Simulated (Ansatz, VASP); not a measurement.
HPb4 in VASP and in Ansatz

```
H Pb
1.0
     3.72560    0.00000    0.00000
    -1.86280    3.22646    0.00000
     0.00000    0.00000   10.98886
H Pb
1 4
Direct
  0.00000 0.00000 0.00000
  0.33333 0.66667 0.87529
  0.33333 0.66667 0.38218
  0.66667 0.33333 0.12471
  0.66667 0.33333 0.61782
```

Change from the starting cell: species swapped into the Co4H type (P-3m1, No. 164).

Alike in both runs: functional PBE; k mesh 6 × 6 × 2; occupations gaussian, width 0.1 eV; no spin polarisation.

Ansatz relaxed the structure, and its values are those at the end. VASP's run is a single point on that final structure, the one shown.

```csv
,VASP,Ansatz
version,VASP 6.6.1,Ansatz 0.2.0
potentials or method,"VASP PAW PBE potentials, release 64 (H, Pb_d)","scalar-relativistic, plane waves, PAW"
plane-wave cutoff (eV),520,420
valence electrons in the cell,57,57
```

Ansatz gave:

```
gap on the k mesh at the Fermi level (eV) : none
pressure (GPa)                            : 0.1
rms of the force components (eV/Å)        : 0.006
```

Q: Which values does VASP return?

A: gap on the k mesh at the Fermi level (eV): none; pressure (GPa): 0.0; rms of the force components (eV/Å): 0.006.

A gap of «none» marks a metal or a gap that the smearing closes.

Spin-orbit coupling is left out, which matters for the levels of Pb.
